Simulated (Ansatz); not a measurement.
## Se: from a trial structure to a relaxed crystal

Theory: DFT PBE, scalar-relativistic, plane waves, PAW in Ansatz. Cutoff 420 eV, Γ-centred k mesh, Gaussian smearing, no spin polarisation in the final step.

A relaxed cell is given with its space group left out.

```yaml
crystal:
  lattice:
    - [5.49912, 0.00000, 0.00000]
    - [0.00000, 5.49912, 0.00000]
    - [0.00000, 0.00000, 5.49912]
  atoms:
    - { symbol: Se, position: [0.50000, 0.50000, 0.50000] }
    - { symbol: Se, position: [0.00000, 0.00000, 0.00000] }
    - { symbol: Se, position: [0.25000, 0.00000, 0.50000] }
    - { symbol: Se, position: [0.50000, 0.25000, 0.00000] }
    - { symbol: Se, position: [0.50000, 0.75000, 0.00000] }
    - { symbol: Se, position: [0.75000, 0.00000, 0.50000] }
    - { symbol: Se, position: [0.00000, 0.50000, 0.75000] }
    - { symbol: Se, position: [0.00000, 0.50000, 0.25000] }
```

Energies count from the standard state of Se at the same level.

(1) What space group does it have?

(2) How far above the standard state of Se does it lie?

(3) Is it a metal?

## Answers

(1) Pm-3n (No. 223). Conventional cell: a = 5.499 Å. Se on Wyckoff site a (2 atoms of the primitive cell) is coordinated by 12 Se at 3.07 Å; Se on Wyckoff site c (6 atoms of the primitive cell) is coordinated by 2 Se at 2.75 Å, 4 Se at 3.07 Å and 8 Se at 3.37 Å.

(2) 0.77 eV/atom.

(3) Yes, bands cross the Fermi level on the 8×8×8 mesh.

The final run used a 8×8×8 mesh on its 8-atom cell and 0.10 eV smearing. For metals, differences of a few meV/atom aren't resolved. The cell came from a trial start, so Se may not exist in this structure.